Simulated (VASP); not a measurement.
# GaP (F-43m) in VASP: notebook

Runs on GaP. Level: PBE. Tasks: G0W0 quasiparticle levels.

All numbers are computed with VASP 6.6.1; they aren't measurements. Logs are shortened: lines on timing, memory, paths and dates and some standing lists are left out, and cuts for length are marked.

### Step 1. The crystal as given

The structure is cubic, space group F-43m (No. 216). Conventional cell: a = 5.451 Å, b = 5.451 Å, c = 5.451 Å, α = 90.00°, β = 90.00°, γ = 90.00°. Ga (site symmetry -43m) has 4 P at 2.36 Å as nearest neighbours. P (site symmetry -43m) is surrounded by 4 Ga at 2.36 Å.

### Step 2. G0W0 quasiparticle levels, PBE

Input file POSCAR:

```
GaP
1.0
    0.0000000000      2.7252500000      2.7252500000
    2.7252500000      0.0000000000      2.7252500000
    2.7252500000      2.7252500000      0.0000000000
Ga P
1 1
Direct
    0.0000000000      0.0000000000      0.0000000000
    0.7500000000      0.7500000000      0.7500000000
```

Input file INCAR.step1:

```
ALGO = Normal
EDIFF = 1E-8
ENCUT = 450
GGA = PE
ISMEAR = 0
LASPH = T
LCHARG = F
LREAL = F
LWAVE = T
NELM = 100
PREC = Accurate
SIGMA = 0.01
```

Input file INCAR.step2:

```
ALGO = Exact
EDIFF = 1E-8
ENCUT = 450
GGA = PE
ISMEAR = 0
ISTART = 1
LASPH = T
LCHARG = F
LOPTICS = T
LREAL = F
LWAVE = T
NBANDS = 57
NELM = 1
PREC = Accurate
SIGMA = 0.01
```

Input file INCAR.step3:

```
ALGO = EVGW0
EDIFF = 1E-8
ENCUT = 450
ENCUTGW = 150
GGA = PE
ISMEAR = 0
ISTART = 1
LASPH = T
LCHARG = F
LREAL = F
LWAVE = F
NBANDS = 57
NBANDSGW = 17
NELMGW = 1
NOMEGA = 72
PREC = Accurate
PRECFOCK = Fast
SIGMA = 0.01
```

Input file KPOINTS:

```
k-points
0
Gamma
  3 3 3
```

Potentials or basis: VASP PAW PBE potentials, release 64 (Ga_d_GW, P_GW).

Run with:

```sh
$ cat potpaw_PBE.64/Ga_d_GW/POTCAR potpaw_PBE.64/P_GW/POTCAR > POTCAR
$ cp INCAR.step1 INCAR
$ mpirun -np 1 vasp_std > vasp.out
$ cp INCAR.step2 INCAR
$ mpirun -np 1 vasp_std > vasp.out
$ cp INCAR.step3 INCAR
$ mpirun -np 1 vasp_std > vasp.out
```

OUTCAR:

```text
EDIFF = 1E-8
   ENCUT = 450
   ENCUTGW = 150
   GGA = PE
   ISMEAR = 0
   ISTART = 1
   LASPH = T
   LREAL = F
   NELMGW = 1
   PREC = Accurate
   PRECFOCK = Fast

 Found      4 irreducible k-points:

 Following reciprocal coordinates:
            Coordinates               Weight
  0.000000  0.000000  0.000000      1.000000
  0.333333  0.000000  0.000000      8.000000
  0.333333  0.333333  0.000000      6.000000
 -0.333333  0.333333  0.000000     12.000000
   k-points           NKPTS =      4   k-points in BZ     NKDIM =     27   number of bands    NBANDS=     57
   number of dos      NEDOS =    301   number of ions     NIONS =      2
   total plane-waves  NPLWV =  21952
   dimension x,y,z NGX =    28 NGY =   28 NGZ =   28
   dimension x,y,z NGXF=    56 NGYF=   56 NGZF=   56
   ions per type =               1   1
   NGX,Y,Z   is equivalent  to a cutoff of  12.08, 12.08, 12.08 a.u.
   NGXF,Y,Z  is equivalent  to a cutoff of  24.16, 24.16, 24.16 a.u.
 SYSTEM =  unknown system
   PREC   = accura    normal or accurate (medium, high low for compatibility)
   ISTART =      1    job   : 0-new  1-cont  2-samecut
   ICHARG =      0    charge: 1-file 2-atom 10-const
   ISPIN  =      1    spin polarized calculation?
   LNONCOLLINEAR =      F non collinear calculations
   LSORBIT =      F    spin-orbit coupling
   LASPH  =      T    aspherical Exc in radial PAW
   ENCUT  =  450.0 eV  33.07 Ry    5.75 a.u.   6.67  6.67  6.67*2*pi/ulx,y,z
   NELM   =     60;   NELMIN=  2; NELMDL=  0     # of ELM steps
   EDIFF  = 0.1E-07   stopping-criterion for ELM
   LREAL  =      F    real-space projection
   EDIFFG = 0.1E-06   stopping-criterion for IOM
   NSW    =      0    number of steps for IOM
   IBRION =     -1    ionic relax: 0-MD 1-quasi-New 2-CG
   NFREE  =      0    steps in history (QN), initial steepest desc. (CG)
   ISIF   =      0    stress and relaxation
   ISYM   =      3    0-nonsym 1-usesym 2-fastsym
   POTIM  = 0.5000    time-step for ionic-motion
   TEBEG  =    0.0;   TEEND  =   0.0 temperature during run
   PSTRESS=    0.0 pullay stress
   NELECT =      18.0000    total number of electrons
   NUPDOWN=      -1.0000    fix difference up-down
   EMIN   =  10.00;   EMAX   =-10.00  energy-range for DOS
   EFERMI =   0.00;   METHOD = LEGACY
   ISMEAR =     0;   SIGMA  =   0.01  broadening in eV -4-tet -1-fermi 0-gaus
   EFERMI_NEDOS =   21; number of points for ismear=-14 and -15
   IALGO  =     38    algorithm
   IMIX   =      4    mixing-type and parameters
     AMIX     =   0.40;   BMIX     =  1.00
     AMIX_MAG =   1.60;   BMIX_MAG =  1.00
  volume/ion in A,a.u.               =      20.24       136.59
  Fermi-wavevector in a.u.,A,eV,Ry     =   1.249538  2.361284 21.243377  1.561344
  Thomas-Fermi vector in A             =   2.383574
   LORBIT       =      0    0 simple, 1 ext, 2 COOP (PROOUT), +10 PAW based schemes
   GGA     = PE    functional components
   LHFCALC =     T    Hartree Fock is set to
   PRECFOCK=fast      Normal, Fast or Accurate (Low or Medium for compatibility)
   ENCUT4O =  -1.0   cutoff for four orbital integrals eV
   NKREDX  =     1    reduce k-point grid by
   NKREDY  =     1    reduce k-point grid by
   NKREDZ  =     1    reduce k-point grid by
   AEXX    =    1.0000 exact exchange contribution
   HFSCREEN=    0.0000 screening length (either q_TF or 0.3 A-1)
   HFSCREENC=   0.0000 screening length for correlation (either q_TF or 0.3 A-1)
   ENCUTFOCK=  -1.0 apply spherical cutoff to Coloumb kernel
   IVDW    =     0    specifies the selected vdW correction
   LEPSILON=     F    determine dielectric tensor
   LRPA    =     F    only Hartree local field effects (RPA)
   LRPAFORCE           =     F    calculate RPA forces
   ENCUTGW             = 150.0    cutoff for response function in eV
   ENCUTGWSOFT         = 120.0    soft cutoff for Coulomb kernel in GW response function in eV
   ENCUTLF             =  -1.0    cutoff for local field effects
   NELMGW              =     1    number of iterations in solving QP/BSE equation
   NELMHF              =     1    number of iterations in the inner HF iteration
   NKREDLFX            =     1    NKREDLFY  =   1   NKREDLFZ  =   1
 non-spin polarized calculation
 Gauss-broadening in eV      SIGMA  =   0.01
  energy-cutoff  :      450.00
  volume of cell :       40.48
 maximum number of plane-waves:       893
 NGX is ok and might be reduce to    28
  NGX = 16; NGY = 16; NGZ = 16
   NGX = 13   NGY = 13   NGZ = 13
 maximum number of plane-waves:       172

 QP shifts <psi_nk| G(iteration)W_0 |psi_nk>: iteration 1
 for sc-GW calculations column KS-energies equals QP-energies in previous step
 and V_xc(KS)=  KS-energies - (<T + V_ion + V_H > + <T+V_H+V_ion>^1  + <V_x>^1)

 k-point   1 :       0.0000    0.0000    0.0000
  band No.  KS-energies  QP-energies   sigma(KS)   V_xc(KS)     V^pw_x(r,r')   Z            occupation Imag(sigma)

      1     -10.1856     -12.5825     -25.1496     -21.6848     -35.0252       0.6918       2.0000       0.2885
      2     -10.1856     -12.5825     -25.1496     -21.6848     -35.0252       0.6918       2.0000       0.2885
      3     -10.1856     -12.5825     -25.1496     -21.6848     -35.0252       0.6918       2.0000       0.2885
      4     -10.0900     -12.5163     -25.3190     -21.8034     -35.1437       0.6902       2.0000       0.2767
      5     -10.0900     -12.5163     -25.3190     -21.8034     -35.1437       0.6902       2.0000       0.2767
      6      -8.0298      -8.3733     -11.8257     -11.3534     -18.6291       0.7273       2.0000       1.1706
[... 9 lines left out ...]
     16      14.1509      14.6436     -10.1789     -10.8284      -4.9889       0.7585       0.0000      -0.2223
     17      16.8528      16.8646      -8.1515      -8.1664      -2.3911       0.7887       0.0000      -0.4806

 k-point   2 :       0.3333    0.0000    0.0000
  band No.  KS-energies  QP-energies   sigma(KS)   V_xc(KS)     V^pw_x(r,r')   Z            occupation Imag(sigma)

      1     -10.2450     -12.5797     -24.7827     -21.4022     -34.6069       0.6907       2.0000       0.3183
      2     -10.1657     -12.5719     -25.1914     -21.7197     -35.0663       0.6931       2.0000       0.2890
      3     -10.1657     -12.5719     -25.1914     -21.7197     -35.0663       0.6931       2.0000       0.2890
      4     -10.0863     -12.5171     -25.3271     -21.8125     -35.1586       0.6916       2.0000       0.2732
      5     -10.0863     -12.5171     -25.3271     -21.8125     -35.1586       0.6916       2.0000       0.2732
      6      -6.7233      -7.0674     -12.4524     -11.9516     -18.9040       0.6871       2.0000       0.8652
[... 9 lines left out ...]
     16      14.1473      14.1758      -8.1161      -8.1523      -2.6893       0.7883       0.0000      -0.3323
     17      19.2487      19.4926      -9.3789      -9.7041      -3.0812       0.7499       0.0000      -0.6732

 k-point   3 :       0.3333    0.3333    0.0000
  band No.  KS-energies  QP-energies   sigma(KS)   V_xc(KS)     V^pw_x(r,r')   Z            occupation Imag(sigma)

      1     -10.2750     -12.5888     -24.7389     -21.3729     -34.5687       0.6874       2.0000       0.3211
      2     -10.1381     -12.5631     -25.2637     -21.7803     -35.1478       0.6962       2.0000       0.2856
      3     -10.1381     -12.5631     -25.2637     -21.7803     -35.1478       0.6962       2.0000       0.2856
      4     -10.1154     -12.5212     -25.2303     -21.7285     -35.0419       0.6870       2.0000       0.2775
      5     -10.0739     -12.5123     -25.3515     -21.8339     -35.1855       0.6932       2.0000       0.2703
      6      -6.2578      -6.6094     -12.5201     -12.0132     -18.7791       0.6938       2.0000       0.7895
[... 9 lines left out ...]
     16      18.8867      19.1173      -9.0890      -9.3929      -2.9341       0.7587       0.0000      -0.6221
     17      19.8687      20.3040     -10.4299     -11.0084      -3.9445       0.7524       0.0000      -0.8843

 k-point   4 :      -0.3333    0.3333    0.0000
  band No.  KS-energies  QP-energies   sigma(KS)   V_xc(KS)     V^pw_x(r,r')   Z            occupation Imag(sigma)

      1     -10.2740     -12.5838     -24.6993     -21.3469     -34.5252       0.6890       2.0000       0.3279
      2     -10.1481     -12.5700     -25.2308     -21.7436     -35.0963       0.6945       2.0000       0.2850
      3     -10.1367     -12.5603     -25.2646     -21.7837     -35.1500       0.6963       2.0000       0.2857
      4     -10.1005     -12.5195     -25.2839     -21.7748     -35.1096       0.6893       2.0000       0.2733
      5     -10.0831     -12.5178     -25.3265     -21.8126     -35.1573       0.6929       2.0000       0.2718
      6      -5.2807      -5.6577     -13.1950     -12.6405     -19.1782       0.6798       2.0000       0.6599
[... 9 lines left out ...]
     16      19.4742      19.6555      -8.9566      -9.1973      -2.7823       0.7528       0.0000      -0.6264
     17      20.2154      20.6136     -10.1003     -10.6356      -3.3956       0.7439       0.0000      -0.8801
```

It took 33 s on 1 thread of Intel Xeon Platinum 8375C at 2.90GHz (Ice Lake), shared host; peak memory 0.25 GiB.

These settings aren't checked as converged: the numbers below hold their error.

Results:

| Item | Value |
| --- | --- |
| Band gap on the k mesh, mean-field level | 1.70 eV, indirect (least direct gap 1.80 eV) |
| Quasiparticle gap | 2.22 eV |
| Least direct quasiparticle gap | 2.72 eV |

Caveat: the k mesh is coarse (spacing up to 0.67 Å⁻¹), so the values aren't converged; bands, screening cutoff and mesh are small and nothing is extrapolated, so the quasiparticle values aren't converged; an odd mesh through Γ misses points on the zone boundary, where band edges often lie.

(Continued in part 2 of 3.)
